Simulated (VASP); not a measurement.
**FeS2 (Marcasite): single point with LDA**

The system is FeS2 (Marcasite).

```xyz
6
Lattice="4.4400 0.0000 0.0000 0.0000 5.3900 0.0000 0.0000 0.0000 3.3700" Properties=species:S:1:pos:R:3 pbc="T T T"
Fe    0.0000    0.0000    0.0000
Fe    2.2200    2.6950    1.6850
S     0.9013    2.0212    0.0000
S     1.3187    4.7162    1.6850
S     3.5387    3.3687    0.0000
S     3.1213    0.6737    1.6850
```

| Item | Value |
| --- | --- |
| Program | VASP 6.6.1 |
| Task | single point |
| Functional | LDA |
| Potentials or basis | VASP PAW LDA potentials, release 64 (Fe, S) |
| Cutoff | 420 eV |
| k mesh | 6 × 5 × 8 |
| Occupations | gaussian, width 0.02 eV |
| Spin | no spin polarisation |

* Pressure: -9.4 GPa
* Largest force: 0.323 eV/Å
* Band gap on the k mesh: 0.78 eV, indirect (least direct gap 1.01 eV)

Forces on the atoms (eV/Å):
```
Fe   0.000  0.000  0.000
Fe   0.000  0.000  0.000
S    0.323 -0.008  0.000
S   -0.323 -0.008  0.000
S   -0.323  0.008  0.000
S    0.323  0.008  0.000
```

Stress tensor (GPa, compression positive):
```
-9.84  0.00  0.00
 0.00 -8.94  0.00
 0.00  0.00 -9.41
```

Levels at points of the mesh, in eV from the valence-band top:
| k point | band 17 | band 18 | band 19 | band 20 | band 21 | band 22 | band 23 | band 24 |
| --- | --- | --- | --- | --- | --- | --- | --- | --- |
| (0.00, 0.00, 0.00) | -1.01 | -0.84 | -0.80 | -0.57 | 1.15 | 1.34 | 2.68 | 3.02 |
| (0.50, 0.00, 0.00) | -0.72 | -0.72 | -0.11 | -0.11 | 1.72 | 1.72 | 1.82 | 1.82 |
| (0.00, 0.00, 0.50) | -0.96 | -0.96 | -0.40 | -0.40 | 1.37 | 1.37 | 1.61 | 1.61 |
| (0.50, 0.00, 0.50) | -0.83 | -0.83 | -0.33 | -0.33 | 1.42 | 1.42 | 1.87 | 1.87 |

Run time: 41 s on 1 thread of Intel(R) Xeon(R) 6975P-C (Granite Rapids), on a shared host, peak memory 0.19 GiB.

Caveat: an odd mesh through Γ misses points on the zone boundary, where band edges often lie. Spin polarisation is off, so any magnetic state and its effect on volume and gap are missing.
